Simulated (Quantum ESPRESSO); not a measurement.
# HfC (Fm-3m) in Quantum ESPRESSO: settings compared

One crystal, HfC, is run at these levels: RPBE, LDA, PBE, PBEsol; tasks: phonons.

Program: Quantum ESPRESSO 7.5. These are calculated values, not measurements. Logs are shortened: lines on timing, memory, paths and dates and some standing lists are left out, and cuts for length are marked.

## Step 1: The structure

The structure is cubic, space group Fm-3m (No. 225). The conventional cell has a = 4.650 Å, b = 4.650 Å, c = 4.650 Å, α = 90.00°, β = 90.00°, γ = 90.00°. Hf (site symmetry m-3m) has 6 C at 2.33 Å as nearest neighbours. C (site symmetry m-3m) has 6 Hf at 2.33 Å as nearest neighbours.

## Step 2: Phonons, RPBE

pw.in

```
&CONTROL
  calculation = 'scf'
  prefix = 'pwscf'
  outdir = './tmp'
  pseudo_dir = './pseudo'
  tprnfor = .true.
  tstress = .true.
  disk_io = 'low'
/
&SYSTEM
  ibrav = 0
  nat = 2
  ntyp = 2
  ecutwfc = 45
  ecutrho = 360
  nbnd = 14
  input_dft = 'rpbe'
  occupations = 'smearing'
  smearing = 'mv'
  degauss = 0.01469973
/
&ELECTRONS
  conv_thr = 4d-10
  electron_maxstep = 120
  mixing_beta = 0.5
/
ATOMIC_SPECIES
Hf   178.4900 hf_pbe_v1.uspp.F.UPF
C     12.0110 c_pbe_v1.2.uspp.F.UPF
CELL_PARAMETERS angstrom
   0.0000000000    2.3250000000    2.3250000000
   2.3250000000    0.0000000000    2.3250000000
   2.3250000000    2.3250000000    0.0000000000
ATOMIC_POSITIONS angstrom
Hf     2.3250000000    2.3250000000    2.3250000000
C      0.0000000000    0.0000000000    0.0000000000
K_POINTS automatic
8 8 8 0 0 0
```

relax.in

```
&CONTROL
  calculation = 'vc-relax'
  prefix = 'pwscf'
  outdir = './tmp'
  pseudo_dir = './pseudo'
  tprnfor = .true.
  tstress = .true.
  disk_io = 'low'
  nstep = 40
  forc_conv_thr = 0.0001
  etot_conv_thr = 1d-06
/
&SYSTEM
  ibrav = 0
  nat = 2
  ntyp = 2
  ecutwfc = 45
  ecutrho = 360
  nbnd = 14
  input_dft = 'rpbe'
  occupations = 'smearing'
  smearing = 'mv'
  degauss = 0.01469973
/
&ELECTRONS
  conv_thr = 4d-10
  electron_maxstep = 120
  mixing_beta = 0.5
/
&IONS
  ion_dynamics = 'bfgs'
/
&CELL
  cell_dynamics = 'bfgs'
  press = 0
  press_conv_thr = 0.2
/
ATOMIC_SPECIES
Hf   178.4900 hf_pbe_v1.uspp.F.UPF
C     12.0110 c_pbe_v1.2.uspp.F.UPF
CELL_PARAMETERS angstrom
   0.0000000000    2.3250000000    2.3250000000
   2.3250000000    0.0000000000    2.3250000000
   2.3250000000    2.3250000000    0.0000000000
ATOMIC_POSITIONS angstrom
Hf     2.3250000000    2.3250000000    2.3250000000
C      0.0000000000    0.0000000000    0.0000000000
K_POINTS automatic
8 8 8 0 0 0
```

scf2.in

```
&CONTROL
  calculation = 'scf'
  prefix = 'pwscf'
  outdir = './tmp'
  pseudo_dir = './pseudo'
  tprnfor = .true.
  tstress = .true.
  disk_io = 'low'
/
&SYSTEM
  ibrav = 0
  nat = 2
  ntyp = 2
  ecutwfc = 45
  ecutrho = 360
  nbnd = 14
  input_dft = 'rpbe'
  occupations = 'smearing'
  smearing = 'mv'
  degauss = 0.01469973
/
&ELECTRONS
  conv_thr = 1d-13
  electron_maxstep = 120
  mixing_beta = 0.5
  startingpot = 'file'
  startingwfc = 'file'
/
ATOMIC_SPECIES
Hf   178.4900 hf_pbe_v1.uspp.F.UPF
C     12.0110 c_pbe_v1.2.uspp.F.UPF
CELL_PARAMETERS angstrom
   0.0000000000    2.3368618780    2.3368618780
   2.3368618780    0.0000000000    2.3368618780
   2.3368618780    2.3368618780    0.0000000000
ATOMIC_POSITIONS angstrom
Hf     2.3368618780    2.3368618780    2.3368618780
C      0.0000000000    0.0000000000    0.0000000000
K_POINTS automatic
8 8 8 0 0 0
```

ph.in

```
phonons of HfC
&INPUTPH
  prefix = 'pwscf'
  outdir = './tmp'
  tr2_ph = 1d-18
  fildyn = 'dyn'
  niter_ph = 90
  alpha_mix(1) = 0.4
/
0.0000000000 0.0000000000 0.0000000000
```

dynmat.in

```
&INPUT
  fildyn = 'dyn'
  asr = 'crystal'
  filout = 'dynmat.disp'
  fileig = 'dynmat.eig'
/
```

Potentials or basis: GBRV 1.5 PBE.

Run with:

```bash
$ OMP_NUM_THREADS=1 pw.x -in pw.in > pw.out
$ OMP_NUM_THREADS=1 pw.x -in relax.in > relax.out
$ OMP_NUM_THREADS=1 pw.x -in scf2.in > scf2.out
$ OMP_NUM_THREADS=1 ph.x -in ph.in > ph.out
$ OMP_NUM_THREADS=1 dynmat.x -in dynmat.in > dynmat.out
```

pw.out:

```text
This program is part of the open-source Quantum ESPRESSO suite
     for quantum simulation of materials; please cite
         "P. Giannozzi et al., J. Phys.:Condens. Matter 21 395502 (2009);
         "P. Giannozzi et al., J. Phys.:Condens. Matter 29 465901 (2017);
         "P. Giannozzi et al., J. Chem. Phys. 152 154105 (2020);
     in publications or presentations arising from this work. More details at

     IMPORTANT: XC functional enforced from input :
     Exchange-correlation= RPBE
                           (   1   4  44   4   0   0   0)
     Any further DFT definition will be discarded
     Please, verify this is what you really want

     Message from routine setup:
     using ibrav=0 with symmetry is DISCOURAGED, use correct ibrav instead

     G-vector sticks info
     --------------------
     sticks:   dense  smooth     PW     G-vecs:    dense   smooth      PW
     Sum         955     475    151                19603     6879    1243

     Using Slab Decomposition

     bravais-lattice index     =            0
     lattice parameter (alat)  =       6.2135  a.u.
     unit-cell volume          =     169.6272 (a.u.)^3
     number of atoms/cell      =            2
     number of atomic types    =            2
     number of electrons       =        16.00
     number of Kohn-Sham states=           14
     kinetic-energy cutoff     =      45.0000  Ry
     charge density cutoff     =     360.0000  Ry
     scf convergence threshold =      4.0E-10
     mixing beta               =       0.5000
     number of iterations used =            8  plain     mixing
     Exchange-correlation= RPBE
                           (   1   4  44   4   0   0   0)

     celldm(1)=   6.213507  celldm(2)=   0.000000  celldm(3)=   0.000000
     celldm(4)=   0.000000  celldm(5)=   0.000000  celldm(6)=   0.000000

[... 8 lines left out ...]
               b(3) = (  0.707107  0.707107 -0.707107 )

     PseudoPot. # 1 for Hf read from file:
     hf_pbe_v1.uspp.F.UPF
     Pseudo is Ultrasoft + core correction, Zval = 12.0
     Generated by new atomic code, or converted to UPF format
     Using radial grid of  921 points,  8 beta functions with:
                l(1) =   0
                l(2) =   0
                l(3) =   0
                l(4) =   1
                l(5) =   1
                l(6) =   2
                l(7) =   2
                l(8) =   3
     Q(r) pseudized with  6 coefficients,  rinner =    1.200   1.200   1.200
                                                       1.200   1.200   1.200
                                                       1.200

     PseudoPot. # 2 for C  read from file:
     c_pbe_v1.2.uspp.F.UPF
     Pseudo is Ultrasoft + core correction, Zval =  4.0
     Generated by new atomic code, or converted to UPF format
     Using radial grid of  721 points,  4 beta functions with:
                l(1) =   0
                l(2) =   0
                l(3) =   1
                l(4) =   1
     Q(r) pseudized with  8 coefficients,  rinner =    1.100   1.100   1.100

     atomic species   valence    mass     pseudopotential
     Hf               12.00   178.49000     Hf( 1.00)
     C                 4.00    12.01100     C ( 1.00)

     48 Sym. Ops., with inversion, found

   Cartesian axes

     site n.     atom                  positions (alat units)
         1        Hf     tau(   1) = (   0.7071068   0.7071068   0.7071068  )
         2        C      tau(   2) = (   0.0000000   0.0000000   0.0000000  )

     number of k points=    29  Marzari-Vanderbilt smearing, width (Ry)=  0.0147
                       cart. coord. in units 2pi/alat
        k(    1) = (   0.0000000   0.0000000   0.0000000), wk =   0.0039062
        k(    2) = (   0.0883883   0.0883883  -0.0883883), wk =   0.0312500
        k(    3) = (   0.1767767   0.1767767  -0.1767767), wk =   0.0312500
        k(    4) = (   0.2651650   0.2651650  -0.2651650), wk =   0.0312500
        k(    5) = (  -0.3535534  -0.3535534   0.3535534), wk =   0.0156250
        k(    6) = (   0.1767767   0.0000000   0.0000000), wk =   0.0234375
[... 21 lines left out ...]
        k(   28) = (  -0.7071068   0.1767767  -0.0000000), wk =   0.0468750
        k(   29) = (  -0.7071068   0.3535534   0.0000000), wk =   0.0234375

     Dense  grid:    19603 G-vectors     FFT dimensions: (  40,  40,  40)

     Smooth grid:     6879 G-vectors     FFT dimensions: (  27,  27,  27)

     Initial potential from superposition of free atoms

     starting charge      14.0000, renormalised to      16.0000

     negative rho (up, down):  1.233E-01 0.000E+00
     Starting wfcs are   17 randomized atomic wfcs

     Self-consistent Calculation

     iteration #  1     ecut=    45.00 Ry     beta= 0.50
     Davidson diagonalization with overlap
     ethr =  1.00E-02,  avg # of iterations =  2.3

     negative rho (up, down):  1.135E-01 0.000E+00

     total energy              =    -169.95628758 Ry
     estimated scf accuracy    <       2.69173776 Ry

     iteration #  2     ecut=    45.00 Ry     beta= 0.50
     Davidson diagonalization with overlap
     ethr =  1.00E-02,  avg # of iterations =  2.1

     negative rho (up, down):  1.127E-01 0.000E+00

     total energy              =    -170.59259872 Ry
     estimated scf accuracy    <       0.69668256 Ry

     iteration #  3     ecut=    45.00 Ry     beta= 0.50
     Davidson diagonalization with overlap
     ethr =  4.35E-03,  avg # of iterations =  1.6

     negative rho (up, down):  1.137E-01 0.000E+00

     total energy              =    -170.67103664 Ry
     estimated scf accuracy    <       0.04248621 Ry

     iteration #  4     ecut=    45.00 Ry     beta= 0.50
     Davidson diagonalization with overlap
     ethr =  2.66E-04,  avg # of iterations =  2.6
[... 46 lines left out ...]
     negative rho (up, down):  1.154E-01 0.000E+00

     total energy              =    -170.67901857 Ry
     estimated scf accuracy    <          5.5E-09 Ry

     iteration # 10     ecut=    45.00 Ry     beta= 0.50
     Davidson diagonalization with overlap
     ethr =  3.45E-11,  avg # of iterations =  2.1

     negative rho (up, down):  1.154E-01 0.000E+00

     total energy              =    -170.67901857 Ry
     estimated scf accuracy    <          1.1E-09 Ry

     iteration # 11     ecut=    45.00 Ry     beta= 0.50
     Davidson diagonalization with overlap
     ethr =  6.84E-12,  avg # of iterations =  2.0

     negative rho (up, down):  1.154E-01 0.000E+00

     End of self-consistent calculation

          k = 0.0000 0.0000 0.0000 (   893 PWs)   bands (ev):

   -45.5125 -13.9400 -13.9400 -13.9400   3.3211  16.5981  16.5981  16.5981
    17.0758  17.0758  17.0758  19.0655  19.0655  22.4737

          k = 0.0884 0.0884-0.0884 (   887 PWs)   bands (ev):

   -45.5067 -14.0443 -13.9500 -13.9500   3.7045  14.8244  15.3138  15.3138
    17.6286  17.6286  17.9624  20.6014  20.6014  23.2813

          k = 0.1768 0.1768-0.1768 (   878 PWs)   bands (ev):

   -45.4925 -14.2870 -13.9742 -13.9742   4.7377  12.5978  13.8817  13.8817
    18.6477  18.7299  18.7299  23.1762  23.1762  24.6231

          k = 0.2652 0.2652-0.2652 (   863 PWs)   bands (ev):

   -45.4783 -14.5186 -13.9981 -13.9981   6.1118  10.6042  12.9612  12.9612
    19.8142  20.1815  20.1815  24.1025  25.6528  25.6528

          k =-0.3536-0.3536 0.3536 (   862 PWs)   bands (ev):

   -45.4725 -14.6116 -14.0080 -14.0080   7.0392   9.4985  12.6474  12.6474
    21.0080  21.0080  21.4518  22.1470  27.0329  27.0329

          k = 0.1768 0.0000 0.0000 (   881 PWs)   bands (ev):

   -45.5047 -14.0371 -13.9740 -13.9740   3.8121  14.0998  15.6065  15.6065
    16.3970  18.7995  18.7995  19.3016  21.1082  23.9646

          k = 0.2652 0.0884-0.0884 (   868 PWs)   bands (ev):

   -45.4933 -14.2163 -14.0079 -13.9945   4.5609  12.6413  14.2623  14.7171
    16.8472  19.4068  19.6847  21.1879  22.6659  25.6273

          k = 0.3536 0.1768-0.1768 (   862 PWs)   bands (ev):

   -45.4792 -14.4384 -14.0319 -14.0298   5.6901  11.1936  13.1198  13.6364
    17.9021  20.6205  20.7456  23.5500  24.1833  26.4472

          k =-0.2652-0.4419 0.4419 (   861 PWs)   bands (ev):

   -45.4705 -14.5674 -14.0679 -14.0321   6.6846  10.0457  12.7329  12.9554
    19.4318  21.1682  21.4471  23.5447  25.7927  26.9025

          k =-0.1768-0.3536 0.3536 (   860 PWs)   bands (ev):

   -45.4725 -14.5374 -14.0845 -14.0085   6.4951  10.2541  12.8232  12.9526
    19.9892  20.1576  21.1813  23.9327  24.9538  27.0187

          k =-0.0884-0.2652 0.2652 (   869 PWs)   bands (ev):

   -45.4839 -14.3681 -14.0657 -13.9747   5.3619  11.6855  13.2633  13.6182
    18.7100  19.1350  20.6182  22.2837  25.1128  25.4974

          k = 0.0000-0.1768 0.1768 (   871 PWs)   bands (ev):

   -45.4981 -14.1619 -14.0110 -13.9503   4.2845  13.4542  14.2071  14.5675
    17.7118  18.6782  19.0894  20.5059  22.9897  24.4218

          k = 0.3536 0.0000 0.0000 (   849 PWs)   bands (ev):

   -45.4859 -14.2548 -14.0556 -14.0556   4.8364  12.0357  15.1638  15.1921
    15.1921  19.9249  20.9871  20.9871  22.4926  27.2256

          k = 0.4419 0.0884-0.0884 (   862 PWs)   bands (ev):

   -45.4745 -14.3922 -14.1068 -14.0894   5.3916  11.6741  13.7659  14.6571
    16.1650  20.9418  21.7123  22.1031  23.7113  27.8143

          k =-0.1768-0.5303 0.5303 (   863 PWs)   bands (ev):

   -45.4658 -14.4809 -14.1865 -14.0898   6.0005  11.3387  12.9635  13.8003
    17.4171  21.5986  21.7919  23.7705  24.6970  26.7521

          k =-0.0884-0.4419 0.4419 (   861 PWs)   bands (ev):

   -45.4650 -14.4692 -14.2505 -14.0567   6.3747  10.8376  12.8850  13.2030
    19.2225  20.6400  21.0058  23.7556  26.0969  26.6777

          k = 0.0000-0.3536 0.3536 (   867 PWs)   bands (ev):

   -45.4725 -14.4191 -14.2052 -14.0090   6.1119  10.9104  13.0199  13.1369
    19.4295  20.3450  21.0470  22.2297  25.4937  27.0076

          k = 0.5303-0.0000 0.0000 (   858 PWs)   bands (ev):

   -45.4670 -14.4524 -14.1367 -14.1367   5.2724  12.1801  14.2301  15.3291
    15.3291  20.6468  22.2865  22.2865  23.8775  26.5435

          k =-0.0884-0.6187 0.6187 (   857 PWs)   bands (ev):

   -45.4611 -14.4903 -14.2010 -14.1466   5.4276  12.6213  13.4416  14.8934
    15.9688  21.7743  22.2534  22.2572  24.8953  25.0664

          k = 0.0000-0.5303 0.5303 (   858 PWs)   bands (ev):

   -45.4603 -14.4286 -14.3190 -14.1138   5.8621  12.1221  12.8806  13.9758
    17.2297  21.4779  21.8418  23.8949  23.9693  26.8257

          k =-0.7071 0.0000 0.0000 (   846 PWs)   bands (ev):

   -45.4592 -14.5288 -14.1700 -14.1700   5.2094  13.0000  13.8963  15.4986
    15.4986  20.9855  22.4368  22.4368  24.1404  24.9744

          k = 0.3536 0.1768 0.0000 (   859 PWs)   bands (ev):

   -45.4820 -14.3346 -14.0997 -14.0116   5.2716  11.7283  13.8091  13.8480
    17.2607  20.6495  20.6833  21.5341  24.0424  26.8292

          k =-0.2652-0.4419 0.6187 (   863 PWs)   bands (ev):

   -45.4705 -14.4579 -14.1651 -14.0459   6.0734  10.9990  13.0270  13.3748
    18.2801  21.0997  21.3815  22.9807  24.9499  27.2962

          k =-0.1768-0.3536 0.5303 (   870 PWs)   bands (ev):

   -45.4658 -14.5111 -14.1828 -14.0664   6.4512  10.6527  12.8577  13.1428
    19.5583  19.8832  21.7234  24.5216  25.1792  26.6111

          k =-0.1768-0.5303 0.7071 (   863 PWs)   bands (ev):

   -45.4658 -14.4467 -14.1876 -14.1198   5.6450  11.9212  13.4284  13.9948
    16.9022  21.5865  21.9995  22.1792  24.8332  26.6706

          k =-0.0884-0.4419 0.6187 (   866 PWs)   bands (ev):

   -45.4611 -14.4328 -14.2813 -14.1340   5.9574  11.9596  12.9367  13.5180
    18.0246  20.5932  22.2126  23.3101  24.3778  27.5379

          k = 0.0000-0.3536 0.5303 (   864 PWs)   bands (ev):

   -45.4631 -14.4087 -14.3092 -14.0958   6.1755  11.3795  12.9338  13.2658
    19.4026  19.5952  21.9298  22.9902  25.2737  28.1504

          k =-0.7071 0.1768-0.0000 (   860 PWs)   bands (ev):

   -45.4592 -14.4774 -14.2239 -14.1765   5.5455  12.9262  13.3003  13.8947
    16.8786  21.5795  22.1028  22.4437  24.3156  26.1142

          k =-0.7071 0.3536 0.0000 (   876 PWs)   bands (ev):

   -45.4592 -14.3520 -14.3520 -14.1830   5.9482  12.6357  12.9107  12.9107
    19.3234  19.3234  22.4506  22.7543  23.9225  28.8658

     the Fermi energy is    15.5104 ev

!    total energy              =    -170.67901857 Ry
     estimated scf accuracy    <          1.2E-11 Ry
     smearing contrib. (-TS)   =       0.00017334 Ry
     internal energy E=F+TS    =    -170.67919192 Ry

     The total energy is F=E-TS. E is the sum of the following terms:
     one-electron contribution =      -8.53452024 Ry
     hartree contribution      =      12.78408011 Ry
     xc contribution           =     -79.54116951 Ry
     ewald contribution        =     -95.38758228 Ry

     convergence has been achieved in  11 iterations

     negative rho (up, down):  1.154E-01 0.000E+00

     Forces acting on atoms (cartesian axes, Ry/au):

     atom    1 type  1   force =     0.00000000    0.00000000    0.00000000
     atom    2 type  2   force =    -0.00000000   -0.00000000    0.00000000

     Total force =     0.000000     Total SCF correction =     0.000000

     Computing stress (Cartesian axis) and pressure

     negative rho (up, down):  1.154E-01 0.000E+00
          total   stress  (Ry/bohr**3)                   (kbar)     P=       36.38
   0.00024727  -0.00000000  -0.00000000           36.38       -0.00       -0.00
  -0.00000000   0.00024727  -0.00000000           -0.00       36.38       -0.00
  -0.00000000  -0.00000000   0.00024727           -0.00       -0.00       36.38

=------------------------------------------------------------------------------=
   JOB DONE.
=------------------------------------------------------------------------------=
```

It took 2.8 min on 1 thread of Arm Neoverse V2, shared host; peak memory 0.18 GiB.

Results:

- Free energy: -2322.2113 eV
- Relaxed volume: 12.76 Å³/atom
- Relaxed cell: a = 3.305 Å, b = 3.305 Å, c = 3.305 Å, α = 60.00°, β = 60.00°, γ = 60.00°
- Space group after relaxing (to 0.05 Å): Fm-3m (No. 225)
- Pressure after relaxing: 0.0 GPa
- Band gap on the k mesh: none (metal or under the smearing width)
- Highest phonon frequency at Γ: 452 cm⁻¹

The path:
```tsv
step	energy change (eV)	largest force (eV/Å)	pressure (GPa)	volume (Å³)
1	0.0000	0.0000	3.64	25.14
2	-0.0041	0.0000	-0.74	25.61
3	-0.0043	0.0000	-0.02	25.53
4	-0.0043	0.0000	0.00	25.52
```

Final structure:
```
CELL_PARAMETERS angstrom
0.00000 2.33686 2.33686
2.33686 0.00000 2.33686
2.33686 2.33686 0.00000
ATOMIC_POSITIONS crystal
Hf 0.50000 0.50000 0.50000
C 0.00000 0.00000 0.00000
```

Levels at points of the mesh, in eV from the Fermi level:
| k point | band 5 | band 6 | band 7 | band 8 | band 9 | band 10 | band 11 | band 12 |
| --- | --- | --- | --- | --- | --- | --- | --- | --- |
| (0.00, 0.00, 0.00) | -12.11 | 1.08 | 1.08 | 1.08 | 1.56 | 1.56 | 1.56 | 3.51 |
| (0.00, 0.00, -0.50) | -8.48 | -5.94 | -2.81 | -2.81 | 5.41 | 5.41 | 5.85 | 6.56 |
| (0.00, -0.50, -0.50) | -10.23 | -2.52 | -1.56 | -0.02 | -0.02 | 5.39 | 6.81 | 6.81 |

Phonon frequencies in cm⁻¹ (negative: imaginary):
```csv
q point,frequencies
"(0.000, 0.000, 0.000)",-1 -1 -1 452 452 452
```

Optical modes at Γ, degenerate ones joined:
```csv
cm⁻¹,components,symmetry,active in
452,3,T1u,IR
```

Caveat: the mesh is thin for the phonons of a metal; the potentials were made for another functional, which shifts forces and pressure. The run has no spin-orbit coupling, so splittings on Hf are missing.

(Continued in part 2 of 3.)
